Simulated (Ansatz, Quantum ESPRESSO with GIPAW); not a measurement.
# From a field gradient to a quadrupolar line: 17O in SnO2

A plane-wave PAW calculation (PBEsol, Ansatz) gives this electric field gradient, in 10²¹ V/m² and Cartesian axes, at one O site of SnO2 (atom 3; bound to Sn3; site symmetry 3m):

```
      3.6452        0.0000        0.0000
      0.0000        3.6452        0.0000
      0.0000        0.0000       -7.2903
```

17O has spin 5/2, Q = -0.02558 barn and |γ|/2π = 5.7742 MHz/T. The cell is the P6_3/mmc form of a database entry, atoms relaxed, static and at 0 K, with no spin-orbit coupling beside its heavy atoms. 

**Task.** Find C_Q, η_Q and ν_Q, and the shift and width of the central transition under fast MAS at 11.7 T and 20 T.

1. The tensor is symmetric and traceless. Its eigenvalues, ordered by size, are V_xx = 3.6452, V_yy = 3.6452 and V_zz = -7.2903.

2. η_Q = (V_xx − V_yy)/V_zz = 0.000.

3. C_Q = eQV_zz/h. One unit of 10²¹ V/m² with one barn gives 24.18 MHz, so C_Q = 24.18 × −0.02558 × −7.2903 = 4.509 MHz. A spectrum shows its size, not its sign.

4. ν_Q = 3C_Q/[2I(2I−1)] = 0.676 MHz in size, and P_Q = |C_Q|√(1 + η²/3) = 4.509 MHz.

5. The resonances lie at ν0 = 67.56 and 115.48 MHz, so ν_Q/ν0 is 0.010 at most and second order holds. The centre of gravity moves by δ_Q = −(3/40)(P_Q/ν0)² F × 10⁶ ppm, with F = [I(I+1) − 3/4]/[I²(2I−1)²] = 0.08: -26.7 ppm at 11.7 T and -9.15 ppm at 20 T.

6. Summing the second-order term over orientations gives a full width of 57.3 ppm (3.9 kHz) and 19.6 ppm (2.3 kHz). In ppm both fall as 1/B²: (11.7/20)² = 0.342. The spinning rate must pass the static width for this shape to show cleanly.

[Banner, clock, file and message-heading lines were taken out of the pw.x and gipaw.x logs.]

[Logs are printed without paths, hosts, clocks, repeated set-up lines and the standing remarks that a program may print on its own settings, such as how far it seeks lower states.]

[Hosts, paths, dates, database ids (printed as entryN), source tags and the programs' standing remarks are cut or masked in the printed files.]
